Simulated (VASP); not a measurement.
# ZnS (F-43m) in VASP: further runs

The runs below take ZnS through relaxation of cell and atoms, with PBEsol.

Everything below comes from runs of VASP 6.6.1. Logs are shortened: lines on timing, memory, paths and dates and some standing lists are left out, and cuts for length are marked.

## Step 1: The crystal as given

Symmetry: F-43m, No. 216, cubic system. The conventional cell has a = 5.404 Å, b = 5.404 Å, c = 5.404 Å, α = 90.00°, β = 90.00°, γ = 90.00°. Around Zn (site symmetry -43m) lie 4 S at 2.34 Å. Around S (site symmetry -43m) lie 4 Zn at 2.34 Å.

## Step 2: Relaxation of cell and atoms, PBEsol

Contents of INCAR:

```
SYSTEM = ZnS
PREC = Accurate
ENCUT = 600
EDIFF = 1E-6
ISMEAR = 0
SIGMA = 0.03
LREAL = .False.
LASPH = .True.
NELM = 80
ALGO = Normal
ISIF = 3
LWAVE = .False.
LCHARG = .False.
GGA = PS
IBRION = 2
NSW = 90
EDIFFG = -0.01
KPAR = 4
```

Contents of KPOINTS:

```
Automatic mesh
0
Gamma
  10 10 10
  0 0 0
```

Contents of POSCAR:

```
ZnS
1.0
    0.0000000000      2.7020000000      2.7020000000
    2.7020000000      0.0000000000      2.7020000000
    2.7020000000      2.7020000000      0.0000000000
Zn S
1 1
Direct
    0.2500000000      0.2500000000      0.2500000000
    0.0000000000      0.0000000000      0.0000000000
```

Potentials or basis: VASP PAW PBE potentials, release 64 (Zn, S).

Run with:

```sh
$ cat potpaw_PBE.64/Zn/POTCAR potpaw_PBE.64/S/POTCAR > POTCAR
$ mpirun -np 4 vasp_std > vasp.out
```

OUTCAR:

```text
SYSTEM = ZnS
   PREC = Accurate
   ENCUT = 600
   EDIFF = 1E-6
   ISMEAR = 0
   LREAL = .False.
   LASPH = .True.
   NELM = 80
   ISIF = 3
   GGA = PS
   IBRION = 2
   NSW = 90
   EDIFFG = -0.01

 ion  position               nearest neighbor table
   1  0.250  0.250  0.250-   2 2.34   2 2.34   2 2.34   2 2.34
   2  0.000  0.000  0.000-   1 2.34   1 2.34   1 2.34   1 2.34

  LATTYP: Found a face centered cubic cell.
 ALAT       =     5.4040000000

  Lattice vectors:

 A1 = (   0.0000000000,   2.7020000000,   2.7020000000)
 A2 = (   2.7020000000,   0.0000000000,   2.7020000000)
 A3 = (   2.7020000000,   2.7020000000,   0.0000000000)

Analysis of symmetry for initial positions (statically):
=====================================================================
 Subroutine PRICEL returns:
 Original cell was already a primitive cell.

 Routine SETGRP: Setting up the symmetry group for a
 face centered cubic supercell.

 Subroutine GETGRP returns: Found 24 space group operations
 (whereof 24 operations were pure point group operations)
 out of a pool of 48 trial point group operations.

The static configuration has the point symmetry T_d .

Analysis of symmetry for dynamics (positions and initial velocities):
=====================================================================
 Subroutine PRICEL returns:
 Original cell was already a primitive cell.

 Routine SETGRP: Setting up the symmetry group for a
 face centered cubic supercell.

 Subroutine GETGRP returns: Found 24 space group operations
 (whereof 24 operations were pure point group operations)
 out of a pool of 48 trial point group operations.

The dynamic configuration has the point symmetry T_d .

 Subroutine INISYM returns: Found 24 space group operations
 (whereof 24 operations are pure point group operations),
 and found     1 'primitive' translations

----------------------------------------------------------------------------------------

                                     Primitive cell

  volume of cell :      39.4535

  direct lattice vectors                    reciprocal lattice vectors
     0.000000000  2.702000000  2.702000000    -0.185048113  0.185048113  0.185048113
     2.702000000  0.000000000  2.702000000     0.185048113 -0.185048113  0.185048113
     2.702000000  2.702000000  0.000000000     0.185048113  0.185048113 -0.185048113

  length of vectors
     3.821205046  3.821205046  3.821205046     0.320512733  0.320512733  0.320512733

  position of ions in fractional coordinates (direct lattice)
     0.250000000  0.250000000  0.250000000
     0.000000000  0.000000000  0.000000000

  ion indices of the primitive-cell ions
   primitive index   ion index
                 1           1
                 2           2

----------------------------------------------------------------------------------------

 KPOINTS: Automatic mesh

Automatic generation of k-mesh.
 Grid dimensions read from file:
 generate k-points for:   10   10   10

 Generating k-lattice:

  Cartesian coordinates                     Fractional coordinates (reciprocal lattice)
    -0.018504811  0.018504811  0.018504811     0.100000000  0.000000000  0.000000000
     0.018504811 -0.018504811  0.018504811     0.000000000  0.100000000  0.000000000
     0.018504811  0.018504811 -0.018504811     0.000000000  0.000000000  0.100000000

  Length of vectors
     0.032051273  0.032051273  0.032051273

  Shift w.r.t. Gamma in fractional coordinates (k-lattice)
     0.000000000  0.000000000  0.000000000

 Subroutine IBZKPT returns following result:
 ===========================================

 Found     47 irreducible k-points:

 Following reciprocal coordinates:
            Coordinates               Weight
  0.000000  0.000000  0.000000      1.000000
  0.100000  0.000000  0.000000      8.000000
  0.200000  0.000000  0.000000      8.000000
  0.300000  0.000000  0.000000      8.000000
  0.400000  0.000000  0.000000      8.000000
  0.500000  0.000000  0.000000      4.000000
[... 16 lines left out ...]
  0.300000  0.300000  0.000000      6.000000
  0.400000  0.300000  0.000000     24.000000
 [... further k-points ...]
   k-points           NKPTS =     47   k-points in BZ     NKDIM =     47   number of bands    NBANDS=     13
   number of dos      NEDOS =    301   number of ions     NIONS =      2
   total plane-waves  NPLWV =  32768
   dimension x,y,z NGX =    32 NGY =   32 NGZ =   32
   dimension x,y,z NGXF=    64 NGYF=   64 NGZF=   64
   ions per type =               1   1
   NGX,Y,Z   is equivalent  to a cutoff of  13.92, 13.92, 13.92 a.u.
   NGXF,Y,Z  is equivalent  to a cutoff of  27.84, 27.84, 27.84 a.u.
 SYSTEM =  ZnS
   PREC   = accura    normal or accurate (medium, high low for compatibility)
   ISTART =      0    job   : 0-new  1-cont  2-samecut
   ICHARG =      2    charge: 1-file 2-atom 10-const
   ISPIN  =      1    spin polarized calculation?
   LNONCOLLINEAR =      F non collinear calculations
   LSORBIT =      F    spin-orbit coupling
   LASPH  =      T    aspherical Exc in radial PAW
   ENCUT  =  600.0 eV  44.10 Ry    6.64 a.u.   7.63  7.63  7.63*2*pi/ulx,y,z
   NELM   =     80;   NELMIN=  2; NELMDL= -5     # of ELM steps
   EDIFF  = 0.1E-05   stopping-criterion for ELM
   LREAL  =      F    real-space projection
   EDIFFG = -.1E-01   stopping-criterion for IOM
   NSW    =     90    number of steps for IOM
   IBRION =      2    ionic relax: 0-MD 1-quasi-New 2-CG
   NFREE  =      1    steps in history (QN), initial steepest desc. (CG)
   ISIF   =      3    stress and relaxation
   ISYM   =      2    0-nonsym 1-usesym 2-fastsym
   POTIM  = 0.5000    time-step for ionic-motion
   TEBEG  =    0.0;   TEEND  =   0.0 temperature during run
   PSTRESS=    0.0 pullay stress
   NELECT =      18.0000    total number of electrons
   NUPDOWN=      -1.0000    fix difference up-down
   EMIN   =  10.00;   EMAX   =-10.00  energy-range for DOS
   EFERMI =   0.00;   METHOD = LEGACY
   ISMEAR =     0;   SIGMA  =   0.03  broadening in eV -4-tet -1-fermi 0-gaus
   EFERMI_NEDOS =   21; number of points for ismear=-14 and -15
   IALGO  =     38    algorithm
   IMIX   =      4    mixing-type and parameters
     AMIX     =   0.40;   BMIX     =  1.00
     AMIX_MAG =   1.60;   BMIX_MAG =  1.00
  volume/ion in A,a.u.               =      19.73       133.12
  Fermi-wavevector in a.u.,A,eV,Ry     =   1.260290  2.381602 21.610537  1.588330
  Thomas-Fermi vector in A             =   2.393807
   LORBIT       =      0    0 simple, 1 ext, 2 COOP (PROOUT), +10 PAW based schemes
   GGA     = PS    functional components
   LHFCALC =     F    Hartree Fock is set to
   AEXX    =    0.0000 exact exchange contribution
   IVDW    =     0    specifies the selected vdW correction
   LEPSILON=     F    determine dielectric tensor
   LRPA    =     F    only Hartree local field effects (RPA)
 conjugate gradient relaxation of ions
 non-spin polarized calculation
 Gauss-broadening in eV      SIGMA  =   0.03
  energy-cutoff  :      600.00
  volume of cell :       39.45
 maximum number of plane-waves:      1363
   NGX = 15   NGY = 15   NGZ = 15

--------------------------------------- Ionic step        1  -------------------------------------------

 number of electron      17.9999998 magnetization

 Free energy of the ion-electron system (eV)
  ---------------------------------------------------
  ext. energy  EPLUGINS =         0.00000000
  ---------------------------------------------------
  free energy    TOTEN  =        -7.58393353 eV

  energy without entropy =       -7.58393353  energy(sigma->0) =       -7.58393353

------------------------ aborting loop because EDIFF is reached ----------------------------------------

  FORCE on cell =-STRESS in cart. coord.  units (eV):
  Direction    XX          YY          ZZ          XY          YZ          ZX
  --------------------------------------------------------------------------------------
  -------------------------------------------------------------------------------------
  Total       -0.4264507     -0.4264507     -0.4264507     -0.0000000      0.0000000     -0.0000000
  in kB      -17.3178273    -17.3178273    -17.3178273     -0.0000000      0.0000000     -0.0000000
  external PRESSURE =     -17.3178273 kB  Pullay stress =       0.0000000 kB

 VOLUME and BASIS-vectors are now :
 -----------------------------------------------------------------------------
  energy-cutoff  :      600.00
  volume of cell :       39.45
      direct lattice vectors                 reciprocal lattice vectors
     0.000000000  2.702000000  2.702000000    -0.185048113  0.185048113  0.185048113
     2.702000000  0.000000000  2.702000000     0.185048113 -0.185048113  0.185048113
     2.702000000  2.702000000  0.000000000     0.185048113  0.185048113 -0.185048113
[... 37 lines left out ...]
 POSITION                                       TOTAL-FORCE (eV/Angst)
 -----------------------------------------------------------------------------------
      1.33710      1.33710      1.33710         0.000000      0.000000      0.000000
      5.34841      5.34841      5.34841        -0.000000     -0.000000     -0.000000
 -----------------------------------------------------------------------------------
    total drift:                               -0.000000     -0.000000     -0.000000

  FREE ENERGIE OF THE ION-ELECTRON SYSTEM (eV)
  ---------------------------------------------------
  free  energy   TOTEN  =        -7.5888246788 eV

  energy  without entropy=       -7.5888246788  energy(sigma->0) =       -7.58882468

--------------------------------------- Ionic step        3  -------------------------------------------

 number of electron      17.9999989 magnetization

 Free energy of the ion-electron system (eV)
  ---------------------------------------------------
  ext. energy  EPLUGINS =         0.00000000
  ---------------------------------------------------
  free energy    TOTEN  =        -7.58928851 eV

  energy without entropy =       -7.58928851  energy(sigma->0) =       -7.58928851

 E-fermi :   2.4429     XC(G=0):  -9.9635

 val. band max:        2.2414848414   @ k =   0.0000   0.0000   0.0000
 cond. band min:       4.3244000258   @ k =   0.0000   0.0000   0.0000
 fundamental gap:      2.0829151844
 Fermi energy:         2.4428758883

 k-point     1 :       0.0000    0.0000    0.0000
  band No.  band energies     occupation
      1     -11.0858      2.00000
      2      -4.2312      2.00000
      3      -4.2312      2.00000
      4      -4.2312      2.00000
      5      -3.7030      2.00000
      6      -3.7030      2.00000
      7       2.2415      2.00000
      8       2.2415      2.00000
      9       2.2415      2.00000
     10       4.3244      0.00000
     11       8.5318      0.00000
     12       8.5318      0.00000
     13       8.5318      0.00000

 k-point     2 :       0.1000    0.0000    0.0000
  band No.  band energies     occupation
      1     -11.0058      2.00000
      2      -4.2338      2.00000
      3      -4.2166      2.00000
      4      -4.2166      2.00000
      5      -3.7044      2.00000
      6      -3.7044      2.00000
      7       1.4176      2.00000
      8       2.1381      2.00000
      9       2.1381      2.00000
     10       4.9521      0.00000
     11       8.4442      0.00000
[... 339 lines left out ...]
 k-point    24 :       0.4000    0.3000    0.0000
  band No.  band energies     occupation
      1     -10.0631      2.00000
      2      -4.2754      2.00000
      3      -3.9722      2.00000
      4      -3.9642      2.00000
      5      -3.6827      2.00000
      6      -3.6417      2.00000
      7      -1.6141      2.00000
      8       0.1474      2.00000
      9       0.3705      2.00000
     10       6.1192      0.00000
     11       6.8705      0.00000
     12      10.9830      0.00000
     13      11.9666      0.00000

 [... further k-points ...]
[... 5 lines left out ...]
  --------------------------------------------------------------------------------------
  -------------------------------------------------------------------------------------
  Total       -0.0075649     -0.0075649     -0.0075649      0.0000000      0.0000000      0.0000000
  in kB       -0.3147175     -0.3147175     -0.3147175      0.0000000      0.0000000      0.0000000
  external PRESSURE =      -0.3147175 kB  Pullay stress =       0.0000000 kB

 VOLUME and BASIS-vectors are now :
 -----------------------------------------------------------------------------
  energy-cutoff  :      600.00
  volume of cell :       38.51
      direct lattice vectors                 reciprocal lattice vectors
     0.000000000  2.680331439  2.680331439    -0.186544094  0.186544094  0.186544094
     2.680331439 -0.000000000  2.680331439     0.186544094 -0.186544094  0.186544094
     2.680331439  2.680331439 -0.000000000     0.186544094  0.186544094 -0.186544094

 POSITION                                       TOTAL-FORCE (eV/Angst)
 -----------------------------------------------------------------------------------
      1.34017      1.34017      1.34017         0.000000      0.000000      0.000000
      0.00000      0.00000      0.00000        -0.000000     -0.000000     -0.000000
 -----------------------------------------------------------------------------------
    total drift:                               -0.000000     -0.000000     -0.000001

  FREE ENERGIE OF THE ION-ELECTRON SYSTEM (eV)
  ---------------------------------------------------
  free  energy   TOTEN  =        -7.5892885087 eV

  energy  without entropy=       -7.5892885087  energy(sigma->0) =       -7.58928851

 reached required accuracy - stopping structural energy minimisation
```

Wall time 15 s (4 MPI ranks of AMD EPYC 9R45 (Zen 5), shared host); peak memory 0.18 GiB.

Results:

```
Free energy                            : -7.5893 eV
Relaxed volume                         : 19.26 Å³/atom
Relaxed cell                           : a = 3.791 Å, b = 3.791 Å, c = 3.791 Å, α = 60.00°, β = 60.00°, γ = 60.00°
Space group after relaxing (to 0.05 Å) : F-43m (No. 216)
Energy gained by relaxing              : 2.7 meV/atom
Ionic steps                            : 3
Pressure after relaxing                : 0.0 GPa
Band gap on the k mesh                 : 2.08 eV, direct
```

Step by step:
```
step  energy change (eV)  largest force (eV/Å)  pressure (GPa)  volume (Å³)
   1              0.0000                0.0000           -1.73        39.45
   2             -0.0049                0.0000            0.60        38.25
   3             -0.0054                0.0000           -0.03        38.51
```

Final structure:
```cif
data_structure
_symmetry_space_group_name_H-M 'P 1'
_symmetry_Int_Tables_number 1
_cell_length_a 3.7906
_cell_length_b 3.7906
_cell_length_c 3.7906
_cell_angle_alpha 60.000
_cell_angle_beta 60.000
_cell_angle_gamma 60.000
_cell_volume 38.51
loop_
_atom_site_label
_atom_site_type_symbol
_atom_site_fract_x
_atom_site_fract_y
_atom_site_fract_z
_atom_site_occupancy
Zn1 Zn 0.25000 0.25000 0.25000 1
S1 S 0.00000 0.00000 0.00000 1
```

Levels at points of the mesh, in eV from the valence-band top:
```tsv
k point	band 7	band 8	band 9	band 10	band 11	band 12
(0.00, 0.00, 0.00)	0.00	0.00	0.00	2.08	6.29	6.29
(0.50, 0.00, 0.00)	-5.52	-0.91	-0.91	3.24	6.82	6.82
(0.50, 0.50, 0.00)	-4.70	-2.34	-2.34	3.18	3.96	11.00
```

Caveat: the PAW data sets were made with another functional, which shifts forces and pressure a little. Expect the measured gap to be larger: semilocal functionals such as PBEsol lack the derivative discontinuity.

## Step 3: Relaxation of cell and atoms, PBEsol

This run uses another cell than the first one, of 19.26 Å³/atom, 0.976 times its volume.

INCAR, as its differences from that of step 2:

```diff
@@ -3,3 +3,3 @@
 ENCUT = 600
-EDIFF = 1E-6
+EDIFF = 1E-7
 ISMEAR = 0
@@ -16,3 +16,3 @@
 NSW = 90
-EDIFFG = -0.01
+EDIFFG = -0.005
 KPAR = 4
```

KPOINTS is that of step 2.

Contents of POSCAR:

```
ZnS                                     
1.0
    0.0000000000      2.6803314388      2.6803314388
    2.6803314388     -0.0000000000      2.6803314388
    2.6803314388      2.6803314388     -0.0000000000
  Zn              S             
     1     1
Direct
     0.2500000000000000    0.2500000000000000    0.2500000000000000
     0.0000000000000000    0.0000000000000000    0.0000000000000000
```

Potentials or basis: VASP PAW PBE potentials, release 64 (Zn, S).

Run with:

```sh
$ cat potpaw_PBE.64/Zn/POTCAR potpaw_PBE.64/S/POTCAR > POTCAR
$ mpirun -np 4 vasp_std > vasp.out
```

OUTCAR:

```text
SYSTEM = ZnS
   PREC = Accurate
   ENCUT = 600
   EDIFF = 1E-7
   ISMEAR = 0
   LREAL = .False.
   LASPH = .True.
   NELM = 80
   ISIF = 3
   GGA = PS
   IBRION = 2
   NSW = 90
   EDIFFG = -0.005

 ion  position               nearest neighbor table
   1  0.250  0.250  0.250-   2 2.32   2 2.32   2 2.32   2 2.32
   2  0.000  0.000  0.000-   1 2.32   1 2.32   1 2.32   1 2.32

  LATTYP: Found a face centered cubic cell.
 ALAT       =     5.3606628776

  Lattice vectors:
[... 565 lines left out ...]
      8       0.1473      2.00000
      9       0.3704      2.00000
     10       6.1192      0.00000
     11       6.8705      0.00000
     12      10.9830      0.00000
     13      11.9665      0.00000

 [... further k-points ...]
[... 5 lines left out ...]
  --------------------------------------------------------------------------------------
  -------------------------------------------------------------------------------------
  Total        0.0042992      0.0042992      0.0042992      0.0000000      0.0000000      0.0000000
  in kB        0.1788547      0.1788547      0.1788547      0.0000000      0.0000000      0.0000000
  external PRESSURE =       0.1788547 kB  Pullay stress =       0.0000000 kB

 VOLUME and BASIS-vectors are now :
 -----------------------------------------------------------------------------
  energy-cutoff  :      600.00
  volume of cell :       38.51
      direct lattice vectors                 reciprocal lattice vectors
     0.000000000  2.680331439  2.680331439    -0.186544094  0.186544094  0.186544094
     2.680331439  0.000000000  2.680331439     0.186544094 -0.186544094  0.186544094
     2.680331439  2.680331439  0.000000000     0.186544094  0.186544094 -0.186544094

 POSITION                                       TOTAL-FORCE (eV/Angst)
 -----------------------------------------------------------------------------------
      1.34017      1.34017      1.34017        -0.000000     -0.000000     -0.000000
      0.00000      0.00000      0.00000         0.000000      0.000000      0.000000
 -----------------------------------------------------------------------------------
    total drift:                               -0.000000     -0.000000     -0.000000

  FREE ENERGIE OF THE ION-ELECTRON SYSTEM (eV)
  ---------------------------------------------------
  free  energy   TOTEN  =        -7.5891278871 eV

  energy  without entropy=       -7.5891278871  energy(sigma->0) =       -7.58912789

 reached required accuracy - stopping structural energy minimisation
```

It took 6.8 s on 4 MPI ranks of AMD EPYC 9R45 (Zen 5), shared host; peak memory 0.16 GiB.

Results:

| Quantity | Value |
| --- | --- |
| Free energy | -7.5891 eV |
| Pressure after relaxing | 0.0 GPa |
| Band gap on the k mesh | 2.08 eV, direct |

Final structure:
```
Zn S
1.0
     0.00000    2.68033    2.68033
     2.68033    0.00000    2.68033
     2.68033    2.68033    0.00000
Zn S
1 1
Cartesian
  1.3402 1.3402 1.3402
  0.0000 0.0000 0.0000
```

Caveat: the relaxation stopped at its first step, so nothing moved; the PAW data sets were made with another functional, which shifts forces and pressure a little.
